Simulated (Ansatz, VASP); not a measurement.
# Hf in VASP and in Ansatz

```xyz
2
Lattice="3.1967 0.0000 0.0000 -1.5983 2.7684 0.0000 0.0000 0.0000 5.0578" Properties=species:S:1:pos:R:3 pbc="T T T"
Hf    1.5984    0.9228    3.7934
Hf    0.0000    1.8456    1.2645
```

Alike in both runs: functional PBEsol; k mesh 10 × 10 × 5; occupations fermi-dirac, width 0.05 eV; no spin polarisation.

|  | VASP | Ansatz |
| --- | --- | --- |
| version | VASP 6.6.1 | Ansatz 0.2.0 |
| potentials or method | VASP PAW PBE potentials, release 64 (Hf_pv), cutoff 520 eV | all-electron LAPW, scalar-relativistic |
| task | single point | band structure |

Ansatz gave:

* gap on the k mesh at the Fermi level (eV): none
* pressure (GPa): -3.9
* largest component of the traceless stress (GPa): 0.29

Estimate VASP's values.

gap on the k mesh at the Fermi level (eV): none; pressure (GPa): -4.2; largest component of the traceless stress (GPa): 0.35.

A gap of «none» marks a metal or a gap that the smearing closes. Ansatz ran all-electron here, so the differences hold the error of VASP's frozen core and of both bases.

Caveats: the PAW data sets were made with another functional, which shifts forces and pressure a little (VASP); spin-orbit coupling is left out, which moves the levels of the heavy elements (Ansatz). The runs have no spin-orbit coupling, so splittings on Hf are missing.
